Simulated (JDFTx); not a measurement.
SnO2 under changes of volume

One of the cells (14.496 Å³/atom); the others are scaled copies at fixed shape and fractional positions:

```
Sn O
1.0
     1.61709    0.93363    4.80059
    -1.61709    0.93363    4.80059
     0.00000   -1.86726    4.80059
Sn O
1 2
Direct
  0.50000 0.50000 0.50000
  0.76283 0.76283 0.76283
  0.23717 0.23717 0.23717
```

Measurements of this composition are mostly on another form, of space group No. 136.

- Program: JDFTx 1.7.0 (patched build)
- Functional: PBEsol
- Potentials or basis: PseudoDojo-SR-PBEsol-0.4.1-standard with smoothed tails
- Cutoff: 1143 eV
- Density cutoff: 9143 eV
- k mesh: 10 × 10 × 10
- Occupations: fermi-dirac, width 0.05 eV
- Spin: no spin polarisation

```tsv
volume (Å³/atom)	energy over the lowest point (meV/atom)	pressure (GPa)	gap on the mesh (eV)	largest force (eV/Å)
13.626	?	?	?	?
13.916	0.58	1.9	2.10	0.121
14.206	0.00	-1.3	1.96	0.114
14.496	4.93	-4.2	1.84	0.327
14.785	14.74	-6.7	1.71	0.523
15.075	28.90	-9.0	1.60	0.701
```

What does the run at 13.626 Å³/atom give?

Energy over the lowest point 7.36 meV/atom; pressure 5.6 GPa; gap on the mesh 2.24 eV; largest force 0.377 eV/Å.

Worked out: A Birch-Murnaghan fit of order 3 (a polynomial in V^(-2/3)) to the other rows has its minimum at 14.09 Å³/atom with B0 = V·E''(V) = 156 GPa and B' = 4.9 at fixed shape and positions, which overstates the stiffness. It gives 7.40 meV/atom at 13.626 Å³/atom, against the run's 7.36, and -dE/dV = 5.6 GPa, against 5.6. A straight line through the other rows of the gap, of slope -6.25 eV per unit of ln V, extrapolates to 2.23 eV, against the run's 2.24.

Energies are extrapolated to zero smearing.

Caveats: spin-orbit coupling is left out, which moves the levels of the heavy elements.

A mesh can miss the band edges.
